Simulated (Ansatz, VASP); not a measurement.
## Se in VASP and in Ansatz

INCAR

```
PREC = Accurate ; ENCUT = 520
EDIFF = 1E-7 ; ISMEAR = 0
SIGMA = 0.1 ; LREAL = F
LASPH = T ; NELM = 100
ALGO = Normal ; ISIF = 2
LWAVE = F ; LCHARG = F
GGA = PS ; NBANDS = 9
```

File KPOINTS:

```
regular mesh
0
Gamma
  6 6 6
```

The input POSCAR:

```
Se
1.0
    3.2117637651      0.0000000000      0.0000000000
   -1.6058818825      2.7814690115      0.0000000000
    0.0000000000      0.0000000000      3.0009917680
Se
1
Direct
    0.0000000000      0.0000000000      0.0000000000
```

Input for Ansatz:

```yaml
crystal:
  lattice:
    - [3.2117637651, 0.0, 0.0]
    - [-1.6058818825, 2.7814690115, 0.0]
    - [0.0, 0.0, 3.000991768]
  atoms:
    - { symbol: Se, position: [0.0, 0.0, 0.0] }
basis:
  ecutwfc: 420
kpoints:
  mp_grid: { grid: [6, 6, 6] }
hamiltonian:
  xc: pbesol
scf:
  occupations: { method: gaussian, width: 0.1 }
  lower_state_search: "off"
output:
  forces: true
  stress: true
  eigenvalues: true
```

Alike in both runs: task single point; functional PBEsol; k mesh 6 × 6 × 6; occupations gaussian, width 0.1 eV; no spin polarisation.

|  | VASP | Ansatz |
| --- | --- | --- |
| version | VASP 6.6.1 | Ansatz 0.2.0 |
| potentials or method | VASP PAW PBE potentials, release 64 (Se) | scalar-relativistic, plane waves, PAW |
| plane-wave cutoff (eV) | 520 | 420 |
| valence electrons in the cell | 6 | 16 |

Ansatz gave:

```
gap on the k mesh at the Fermi level (eV)       : none
pressure (GPa)                                  : -11.9
largest component of the traceless stress (GPa) : 0.52
```

Question: What did VASP give for the same quantities?

Answer: gap on the k mesh at the Fermi level (eV): none; pressure (GPa): -11.9; largest component of the traceless stress (GPa): 0.53.

A gap of «none» marks a metal or a gap that the smearing closes. The two sets of potentials don't hold the same shells in valence.

Caveats: the k mesh is coarse (spacing up to 0.38 Å⁻¹), so the values aren't converged; the PAW data sets were made with another functional, which shifts forces and pressure a little (VASP).
